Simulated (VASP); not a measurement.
The system is SnO.

```
Sn O
1.0
     3.81370    0.00000    0.00000
     0.00000    3.81370    0.00000
     0.00000    0.00000    4.88691
Sn O
2 2
Direct
  0.50000 0.00000 0.76463
  0.00000 0.50000 0.23537
  0.00000 0.00000 0.00000
  0.50000 0.50000 0.00000
```

The cell is a database's computed one.

| Item | Value |
| --- | --- |
| Program | VASP 6.6.1 |
| Task | single point |
| Functional | PBE |
| Potentials or basis | VASP PAW PBE potentials, release 64 (Sn_d, O) |
| Cutoff | 520 eV |
| k mesh | 7 × 7 × 6 |
| Occupations | fermi-dirac, width 0.05 eV |
| Spin | no spin polarisation |

On this cell: pressure 3.8 GPa; largest force 0.457 eV/Å; band gap on the k mesh 0.38 eV, indirect (least direct gap 2.05 eV).

The same run follows on a disturbed copy (atoms moved at random, drawn with an rms of 0.05 Å):

```xyz
4
Lattice="3.8137 0.0000 0.0000 0.0000 3.8137 0.0000 0.0000 0.0000 4.8869" Properties=species:S:1:pos:R:3 pbc="T T T"
Sn    1.9419   -0.0165    3.7618
Sn    0.0122    1.9097    1.0991
O     0.0261    0.0131   -0.0093
O     1.8823    1.8902   -0.0079
```

Q: What does the disturbed cell give?

A: The energy moves by +19.0 meV/atom; pressure 6.4 GPa; largest force 1.256 eV/Å; band gap on the k mesh 0.62 eV, indirect (least direct gap 1.94 eV).

Forces on the atoms (eV/Å):
```
Sn  -0.110  0.048 -1.163
Sn  -0.104  0.000  1.252
O   -0.191 -0.189 -0.029
O    0.406  0.141 -0.059
```

Stress tensor (GPa, compression positive):
```
 6.52  0.04 -0.20
 0.04  6.40  0.02
-0.20  0.02  6.33
```

Caveats: spin-orbit coupling is left out, which moves the levels of the heavy elements; an odd mesh through Γ misses points on the zone boundary, where band edges often lie.
